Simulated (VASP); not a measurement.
Given:

```xyz
4
Lattice="1.7754 -3.0751 0.0000 1.7754 3.0751 0.0000 0.0000 0.0000 5.7282" Properties=species:S:1:pos:R:3 pbc="T T T"
In     1.7754    -1.0250     2.8632
In     1.7754     1.0250     5.7273
N      1.7754    -1.0250     5.0360
N      1.7754     1.0250     2.1719
```

Computed with r2SCAN meta-GGA, VASP's PBE PAW potentials (set 64) (plane waves; VASP). Run with 520 eV cut-off, 8×8×5 Γ-centred mesh, tetrahedra with Blöchl corrections, potentials In_d N.

Unless said otherwise, spin-orbit coupling is left out, though it shifts the bands of the heavy elements here.

Q: Estimate the energy per atom (σ→0), band gap (over mesh and band path) with the smallest direct gap where there is one.

A: 
| Quantity | Value |
|---|---|
| band gap (over mesh and band path) | 0.08 eV |
| smallest direct gap (over mesh and band path) | 0.08 eV |
| energy per atom (σ→0) | -15.971 eV/atom |

Total energies compare only between runs with the same potentials, cut-off and functional.

The compound is InN in the wurtzite structure. It was relaxed first.
